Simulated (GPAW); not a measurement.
Write an ASE script for GPAW 26.7.0 that does the following.

```
Task                : phonons
Functional          : PBEsol
Dispersion          : D3(BJ)
Potentials or basis : PAW data sets generated in the run's folder for this functional
Cutoff              : 680 eV
Basis               : pw
k mesh              : 8 × 8 × 8
Occupations         : fermi-dirac, width 0.05 eV
Spin                : no spin polarisation
Maxiter             : 150
Convergence         : density=1e-06 eigenstates=1e-09
Supercell           : 1 × 1 × 1
Supercell k mesh    : 8 × 8 × 8
Displacement        : 0.03
Relaxed first       : cell
Ecut relax          : 800
```

The structure of MgSe lies in POSCAR:

```
MgSe
1.0
    0.0000000000      2.7255000000      2.7255000000
    2.7255000000      0.0000000000      2.7255000000
    2.7255000000      2.7255000000      0.0000000000
Se Mg
1 1
Direct
    0.5000000000      0.5000000000      0.5000000000
    0.0000000000      0.0000000000      0.0000000000
```

The input as run:

run.py

```python
import json
import numpy as np
from ase import Atoms
from ase.calculators.mixing import SumCalculator
from ase.constraints import FixSymmetry
from ase.filters import FrechetCellFilter
from ase.io import read, write
from ase.optimize import BFGS
from dftd3.ase import DFTD3
from phonopy import Phonopy
from phonopy.structure.atoms import PhonopyAtoms
from gpaw import GPAW, PW, setup_paths

setup_paths.insert(0, '.')

atoms = read('POSCAR')

calc = GPAW(mode=PW(800),
            xc='PBEsol',
            kpts={'size': (8, 8, 8), 'gamma': True},
            occupations={'name': 'fermi-dirac', 'width': 0.05},
            nbands=16,
            convergence={'density': 1e-06, 'eigenstates': 1e-09},
            maxiter=150,
            txt='gpaw.txt')
atoms.calc = SumCalculator([calc, DFTD3(method='pbesol', damping='d3bj')])
atoms.set_constraint(FixSymmetry(atoms))
BFGS(FrechetCellFilter(atoms), trajectory='relax.traj', logfile='-').run(fmax=0.005, steps=40)
atoms.set_constraint()
energy = atoms.get_potential_energy()
forces = atoms.get_forces()
stress = atoms.get_stress()
calc.write('gs.gpw')
write('result.traj', atoms)
print('Cell:', atoms.cell.cellpar().round(4))
print(atoms.get_scaled_positions().round(5))

def force_constants(scale):
    unit = PhonopyAtoms(symbols=atoms.get_chemical_symbols(), cell=atoms.cell[:] * scale**(1 / 3),
                        scaled_positions=atoms.get_scaled_positions())
    ph = Phonopy(unit, supercell_matrix=np.diag([1, 1, 1]), primitive_matrix=np.eye(3), symprec=1e-4)
    ph.generate_displacements(distance=0.03)
    forces = []
    for i, sc in enumerate(ph.supercells_with_displacements):
        a = Atoms(sc.symbols, cell=sc.cell, scaled_positions=sc.scaled_positions, pbc=True)
        c = GPAW(mode=PW(680),
                 xc='PBEsol',
                 kpts={'size': (8, 8, 8), 'gamma': True},
                 occupations={'name': 'fermi-dirac', 'width': 0.05},
                 nbands=16,
                 convergence={'density': 1e-06, 'eigenstates': 1e-09},
                 maxiter=150,
                 txt=f'disp-{scale:.3f}-{i:02d}.txt')
        a.calc = SumCalculator([c, DFTD3(method='pbesol', damping='d3bj')])
        f = a.get_forces()
        forces.append(f - f.mean(axis=0))
        print(f'displacement {i}: drift', f.mean(axis=0).round(5), flush=True)
    ph.forces = forces
    ph.produce_force_constants()
    ph.symmetrize_force_constants()
    return ph

qpoints = [[0.0, 0.0, 0.0]]
results = {}
for scale in [1.0]:
    ph = force_constants(scale)
    ph.run_qpoints(qpoints)
    nu = ph.qpoints.frequencies * 33.35641  # THz to cm^-1
    results[f'{scale:.3f}'] = nu.tolist()
    for qp, f in zip(qpoints, nu):
        print(scale, np.round(qp, 4), f.round(2))
json.dump(results, open('phonons.json', 'w'))
```

Potentials or basis: PAW data sets generated in the run's folder for this functional, pw.

Launch:

```sh
$ gpaw-setup -f PBEsol Mg Se
$ OMP_NUM_THREADS=1 python run.py
```

Results of the run:

The relaxed volume is 19.44 Å³/atom and the relaxed cell is a = 3.803 Å, b = 3.803 Å, c = 3.803 Å, α = 60.00°, β = 60.00°, γ = 60.00°. The space group after relaxing (to 0.05 Å) is Fm-3m (No. 225) and the pressure after relaxing is 0.0 GPa. The band gap on the k mesh is 1.84 eV, indirect (least direct gap 2.79 eV) and the highest phonon frequency at Γ, LO-TO splitting left out is 213 cm⁻¹. The dispersion energy per atom is -0.342 eV.

Caveat: the cutoff is short for stress and forces, so pressures can be off by a GPa or more; the LO-TO splitting is left out.

Wall time 2.6 min on 1 thread of Arm Neoverse V1 (shared host), peak memory 0.35 GiB.
